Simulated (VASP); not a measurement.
Here is a VASP 6.6.1 calculation.

INCAR

```
SYSTEM = CdSe
  PREC = Accurate
  ENCUT = 520
  EDIFF = 1E-6
  ISMEAR = -1
  SIGMA = 0.08
  LREAL = .FALSE.
  LASPH = .TRUE.
  NELM = 100
  ALGO = Normal
  ISIF = 2
  LWAVE = .FALSE.
  LCHARG = .FALSE.
  GGA = PE
  NBANDS = 16
```

KPOINTS

```
Automatic mesh
0
G
  10 10 10
  0 0 0
```

The input POSCAR:

```
CdSe
1.0
    0.0000000000      3.0980507512      3.0980507512
    3.0980507512      0.0000000000      3.0980507512
    3.0980507512      3.0980507512      0.0000000000
Cd Se
1 1
Direct
    0.0000000000      0.0000000000      0.0000000000
    0.2500000000      0.2500000000      0.2500000000
```

Potentials or basis: VASP PAW PBE potentials, release 64 (Cd, Se).

Command:

```console
$ cat potpaw_PBE.64/Cd/POTCAR potpaw_PBE.64/Se/POTCAR > POTCAR
$ mpirun -np 1 vasp_std > vasp.out
```

(1) Estimate the pressure.

(2) What does it give for the band gap on the k mesh?

Answers

(1) 0.2 GPa.

(2) 0.49 eV, direct.
